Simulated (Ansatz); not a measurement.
Density of states of a Ag cell (a packing that fell into a crystal (Fm-3m at 0.1 Å)), per eV and atom, broadened by Gaussian smearing of width 0.1 eV and averaged over bins of 0.2 eV, from 8 eV under the Fermi level at most up to where the solved bands end.

Theory: DFT PBE, scalar-relativistic, plane waves, PAW (Ansatz).

Cutoff 420 eV; k points 7×7×5 on the computed 9-atom cell (Γ-centred); Gaussian smearing, width 0.10 eV; no spin polarisation.

```yaml
crystal:
  lattice:
    - [5.06040, -0.34724, -0.31442]
    - [-0.35855, 5.00212, 0.68815]
    - [-0.39659, 0.70660, 6.48808]
  atoms:
    - { symbol: Ag, position: [0.88091, 0.88009, 0.63427] }
    - { symbol: Ag, position: [0.54757, 0.54675, 0.96762] }
    - { symbol: Ag, position: [0.21424, 0.21344, 0.30095] }
    - { symbol: Ag, position: [0.43645, 0.10232, 0.74538] }
    - { symbol: Ag, position: [0.99201, 0.32452, 0.85651] }
    - { symbol: Ag, position: [0.76980, 0.43562, 0.41207] }
    - { symbol: Ag, position: [0.32535, 0.65788, 0.52317] }
    - { symbol: Ag, position: [0.10313, 0.76898, 0.07872] }
    - { symbol: Ag, position: [0.65868, 0.99121, 0.18982] }
```

```tsv
E − E_F (eV)	total	Ag 4d	Ag 5s	Ag 4p	Ag 4s
-7.55	0.006	0.000	0.006	0.000	0.000
-7.35	0.041	0.000	0.040	0.000	0.001
-7.15	0.056	0.000	0.055	0.000	0.001
-6.95	0.083	0.001	0.080	0.001	0.001
-6.75	0.110	0.003	0.104	0.001	0.002
-6.55	0.123	0.006	0.113	0.001	0.002
-6.35	0.160	0.028	0.129	0.001	0.002
-6.15	0.761	0.488	0.266	0.003	0.003
-5.95	2.065	1.692	0.365	0.004	0.003
-5.75	3.366	2.901	0.451	0.006	0.003
-5.55	3.325	3.000	0.309	0.004	0.001
-5.35	2.542	2.385	0.141	0.003	0.000
-5.15	2.524	2.413	0.089	0.003	0.000
-4.95	2.818	2.722	0.077	0.003	0.000
-4.75	2.888	2.768	0.102	0.003	0.000
-4.55	3.909	3.748	0.134	0.003	0.000
-4.35	3.871	3.706	0.133	0.003	0.000
-4.15	2.880	2.735	0.115	0.003	0.000
-3.95	3.058	2.940	0.091	0.002	0.000
-3.75	3.399	3.296	0.080	0.002	0.000
-3.55	3.043	2.958	0.066	0.001	0.000
-3.35	2.863	2.779	0.071	0.001	0.000
-3.15	3.574	3.502	0.062	0.001	0.000
-2.95	3.458	3.401	0.052	0.001	0.000
-2.75	0.889	0.800	0.083	0.001	0.000
-2.55	0.273	0.158	0.108	0.001	0.000
-2.35	0.215	0.114	0.095	0.001	0.000
-2.15	0.202	0.091	0.103	0.001	0.000
-1.95	0.224	0.095	0.119	0.001	0.000
-1.75	0.252	0.096	0.142	0.001	0.000
-1.55	0.211	0.072	0.124	0.001	0.000
-1.35	0.252	0.080	0.148	0.001	0.000
-1.15	0.205	0.057	0.123	0.001	0.000
-0.95	0.204	0.056	0.127	0.001	0.000
-0.75	0.280	0.067	0.168	0.001	0.000
-0.55	0.323	0.069	0.196	0.001	0.000
-0.35	0.267	0.050	0.156	0.001	0.000
-0.15	0.219	0.034	0.118	0.000	0.000
0.05	0.257	0.041	0.135	0.000	0.000
0.25	0.280	0.044	0.164	0.000	0.001
0.45	0.294	0.041	0.163	0.000	0.001
0.65	0.267	0.031	0.122	0.000	0.001
0.85	0.281	0.032	0.124	0.000	0.001
1.05	0.244	0.026	0.123	0.000	0.001
1.25	0.292	0.028	0.140	0.000	0.001
1.45	0.276	0.024	0.132	0.000	0.001
1.65	0.264	0.019	0.114	0.000	0.001
1.85	0.255	0.018	0.102	0.000	0.001
2.05	0.249	0.016	0.086	0.000	0.001
2.25	0.226	0.013	0.079	0.000	0.001
2.45	0.208	0.011	0.065	0.000	0.001
2.65	0.243	0.012	0.075	0.000	0.001
2.85	0.186	0.009	0.058	0.000	0.000
3.05	0.225	0.010	0.063	0.000	0.001
3.25	0.251	0.013	0.091	0.000	0.001
3.45	0.278	0.020	0.146	0.000	0.001
3.65	0.323	0.021	0.181	0.000	0.001
3.85	0.374	0.023	0.200	0.000	0.001
4.05	0.340	0.017	0.162	0.000	0.001
```

The columns after the total are the largest Löwdin projections on the valence shells of the potentials, so they needn't add up, and the weight of a shell that a potential lacks goes to other orbitals. The cell has no gap on the mesh.

Cost: 2 runs of about 13 core-minutes in all (earlier runs that led there not counted), on AMD EPYC (Zen 3) (shared hosts).